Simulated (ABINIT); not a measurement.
Write the native input for ABINIT 10.8.3 (patched build) that does the following.

```yaml
Task: single point
Functional: PBE
Potentials_or_basis: JTH PAW PBE v2.0
Cutoff: 435 eV
k_mesh: 7 × 7 × 4
Occupations: fermi-dirac, width 0.05 eV
Spin: no spin polarisation
Fine-grid_cutoff: 870.764 eV
```

Si2W:

```
CELL_PARAMETERS angstrom
4.61685 0.00000 0.00000
-2.30843 3.99831 0.00000
0.00000 0.00000 6.65322
ATOMIC_POSITIONS crystal
W 0.50000 0.00000 0.50000
W 0.50000 0.50000 0.83333
W 0.00000 0.50000 0.16667
Si 0.32725 0.16363 0.16667
Si 0.83637 0.16363 0.83333
Si 0.16363 0.32725 0.50000
Si 0.67275 0.83637 0.16667
Si 0.16363 0.83637 0.83333
Si 0.83637 0.67275 0.50000
```

Measurements of this composition are mostly on another form, of space group No. 139.

The input as run:

run.abi

```
# Pseudopotentials
pp_dirpath "./"
pseudos "W.GGA_PBE-JTH.xml, Si.GGA_PBE-JTH.xml"

# Structure
acell 8.72458656 8.72458656 12.5727674263
rprim
     1.0000000000     0.0000000000     0.0000000000
    -0.5000000000     0.8660254038     0.0000000000
     0.0000000000     0.0000000000     1.0000000000
ntypat 2
znucl 74 14
natom 9
typat 1 1 1 2 2 2 2 2 2
xred
     0.5000000000     0.0000000000     0.5000000000
     0.5000000000     0.5000000000     0.8333333333
     0.0000000000     0.5000000000     0.1666666667
     0.3272520000     0.1636260000     0.1666666667
     0.8363740000     0.1636260000     0.8333333333
     0.1636260000     0.3272520000     0.5000000000
     0.6727480000     0.8363740000     0.1666666667
     0.1636260000     0.8363740000     0.8333333333
     0.8363740000     0.6727480000     0.5000000000

# Plane-wave basis
ecut 16.0
pawecutdg 32.0
pawxcdev 0

# k points
kptopt 1
ngkpt 7 7 4
nshiftk 1
shiftk 0.0 0.0 0.0

# Exchange and correlation
ixc 11

# Bands and occupations
nband 40
occopt 3
tsmear 0.05 eV

# SCF cycle
nstep 100
tolvrs 1.0e-9

# Output
iomode 3
prtwf 0
prtden 0
prteig 0
prtebands 0
enunit 2
```

Potentials or basis: JTH PAW PBE v2.0.

Launch:

```console
$ abinit run.abi > log 2>&1
```

It gave:

| Item | Value |
| --- | --- |
| Pressure | -0.8 GPa |
| Band gap on the k mesh | 0.22 eV, indirect (least direct gap 0.68 eV) |
| Valence electrons inside the program's atomic spheres | W 11.85; Si 1.54 |

Caveat: spin-orbit coupling is left out, which moves the levels of the heavy elements; an odd mesh through Γ misses points on the zone boundary, where band edges often lie.

Run time: 3.7 min on 1 thread of Arm Neoverse V2, on a shared host, peak memory 0.21 GiB.
